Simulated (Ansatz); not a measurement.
```yaml
crystal:
  lattice:
    - [0.0, 2.5819858634, 2.5819858634]
    - [2.5819858634, 0.0, 2.5819858634]
    - [2.5819858634, 2.5819858634, 0.0]
  atoms:
    - { symbol: Ho, position: [0.0, 0.0, 0.0] }
basis:
  ecutwfc: 420
  ecutrho_ratio: 4
kpoints:
  mp_grid: { grid: [14, 14, 14] }
hamiltonian:
  xc: pbe
scf:
  occupations: { method: gaussian, width: 0.05 }
output:
  forces: true
  stress: true
  eigenvalues: true
```

Q: What does this Ansatz input ask for?

A: It asks for a single-point calculation of Ho with PBE (scalar-relativistic), a cutoff of 420 eV (density cutoff 4 times that), a Γ-centred 14×14×14 mesh and Gaussian smearing of 0.05 eV, without spin polarisation. Forces, stress and eigenvalues are wanted.

Q: How large is the problem?

A: 21 valence electrons, 645 plane waves at Γ, 48 symmetry operations and 104 irreducible k-points; it took 10 SCF iterations in all.

It took roughly 1.8 core-seconds on a shared host.

At room temperature and ambient pressure Ho is hcp.

This is a comparison run: without spin polarisation an open f shell isn't in its ground state, so the input isn't a model for production.
